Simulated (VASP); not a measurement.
Crystal: SiSe2.

```xyz
6
Lattice="-3.1120 5.0102 2.9354 3.1120 -5.0102 2.9354 3.1120 5.0102 -2.9354" Properties=species:S:1:pos:R:3 pbc="T T T"
Si    0.0000    0.0000    4.4032
Si    0.0000    0.0000    1.4677
Se    1.2648    1.2090    0.0000
Se    1.8472    3.8012    2.9354
Se    1.2648   -1.2090    2.9354
Se    1.8472    6.2192    0.0000
```

The cell is a database's computed one.

| Property | Result |
| --- | --- |
| Program | VASP 6.6.1 |
| Task | relaxation of cell and atoms |
| Functional | PBEsol |
| Potentials or basis | VASP PAW PBE potentials, release 64 (Si, Se) |
| Cutoff | 600 eV |
| k mesh | 6 × 6 × 6 |
| Occupations | gaussian, width 0.03 eV |
| Spin | no spin polarisation |

At the start: pressure 0.3 GPa; volume 30.51 Å³/atom.

Question: How do energy, volume and symmetry change on relaxing?

Answer: Over 19 steps the energy falls by 2.8 meV/atom and the volume is 28.37 Å³/atom (-7.0 %); space group Ibam (No. 72, to 0.05 Å).

The path:
| step | energy change (eV) | largest force (eV/Å) | pressure (GPa) | volume (Å³) |
| --- | --- | --- | --- | --- |
| 1 | 0.0000 | 0.1746 | 0.25 | 183.08 |
| 2 | -0.0009 | 0.0642 | -0.50 | 184.36 |
| 3 | -0.0022 | 0.0413 | -0.18 | 183.79 |
| 4 | -0.0034 | 0.0361 | -0.14 | 183.16 |
| 5 | -0.0051 | 0.0215 | -0.03 | 181.28 |
| 6 | -0.0062 | 0.0199 | -0.04 | 180.72 |
| 7 | -0.0091 | 0.0136 | -0.05 | 179.05 |
| 8 | -0.0136 | 0.0053 | -0.05 | 175.73 |
| 9 | -0.0147 | 0.0213 | 0.05 | 169.15 |
| 10 | -0.0157 | 0.0116 | 0.00 | 172.08 |
| 11 | -0.0157 | 0.0125 | 0.00 | 171.75 |
| 12 | -0.0161 | 0.0142 | -0.02 | 171.38 |
| 13 | -0.0163 | 0.0352 | -0.06 | 170.85 |
| 14 | -0.0165 | 0.0158 | 0.02 | 170.52 |
| 15 | -0.0165 | 0.0084 | 0.05 | 170.39 |
| 16 | -0.0165 | 0.0086 | 0.11 | 170.13 |
| 17 | -0.0166 | 0.0038 | 0.08 | 170.27 |
| 18 | -0.0167 | 0.0064 | 0.05 | 170.25 |
| 19 | -0.0168 | 0.0092 | 0.03 | 170.22 |

Final structure:
```
Si Se
1.0
    -3.07370    4.73133    2.92614
     3.07370   -4.73133    2.92614
     3.07370    4.73133   -2.92614
Si Se
2 4
Cartesian
  0.0000 0.0000 4.3892
  0.0000 0.0000 1.4631
  1.2949 1.1974 0.0000
  1.7788 3.5339 2.9261
  1.2949 -1.1974 2.9261
  1.7788 5.9287 0.0000
```

Caveat: the PAW data sets were made with another functional, which shifts forces and pressure a little.
